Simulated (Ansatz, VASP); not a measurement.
Given: the input of a run of VASP 6.6.1 on NaH.

The input INCAR:

```
SYSTEM = NaH
PREC = Accurate ; ENCUT = 520
EDIFF = 1E-6 ; ISMEAR = -1
SIGMA = 0.05 ; LREAL = .False.
LASPH = .True. ; NELM = 80
ALGO = Normal ; ISIF = 2
LWAVE = .False. ; LCHARG = .True.
GGA = PE ; LELF = .True.
LVHAR = .True. ; NBANDS = 11
```

Contents of KPOINTS:

```
Automatic mesh
0
Gamma
  9 9 9
  0 0 0
```

Contents of POSCAR:

```
NaH
1.0
    0.0000000000      2.4400000000      2.4400000000
    2.4400000000      0.0000000000      2.4400000000
    2.4400000000      2.4400000000      0.0000000000
Na H
1 1
Direct
    0.0000000000      0.0000000000      0.0000000000
    0.5000000000      0.5000000000      0.5000000000
```

Potentials or basis: VASP PAW PBE potentials, release 64 (Na_pv, H).

Command:

```console
$ cat potpaw_PBE.64/Na_pv/POTCAR potpaw_PBE.64/H/POTCAR > POTCAR
$ mpirun -np 1 vasp_std > vasp.out
```

Task: Translate it to Ansatz 0.2.0. Potentials there: Ansatz PAW.

Result: As run (the cutoff follows the program's own potentials):

The input input.yaml:

```yaml
crystal:
  lattice:
    - [0.0, 2.44, 2.44]
    - [2.44, 0.0, 2.44]
    - [2.44, 2.44, 0.0]
  atoms:
    - { symbol: Na, position: [0.0, 0.0, 0.0] }
    - { symbol: H, position: [0.5, 0.5, 0.5] }
hamiltonian:
  xc: pbe
  pseudopotentials: { kind: paw }
kpoints:
  mp_grid: { grid: [9, 9, 9] }
scf:
  occupations: { method: fermi_dirac, width: 0.05 }
output:
  forces: true
  stress: true
  eigenvalues: true
```

Potentials or basis: Ansatz PAW.

Command:

```bash
$ ansatz run input.yaml --threads 1 --pin off --max-ram 3584MiB --backend cpu --events-out ev --progress --plain --runs-dir out
```

Both were run:

|  | VASP | Ansatz | Ansatz less VASP |
| --- | --- | --- | --- |
| gap on the k mesh at the Fermi level (eV) | 4.01 | 4.01 | +0.001 |
| least direct gap on the mesh (eV) | 4.70 | 4.70 | +0.004 |
| pressure (GPa) | -0.7 | -0.7 | +0.03 |

The two sets of potentials don't hold the same shells in valence.

Caveats: an odd mesh through Γ misses points on the zone boundary, where band edges often lie (VASP); odd divisions of the mesh miss points on the zone boundary, where band edges often lie, so the gap on the mesh can be too wide (Ansatz). Expect the measured gap to be larger: semilocal functionals such as PBE lack the derivative discontinuity.
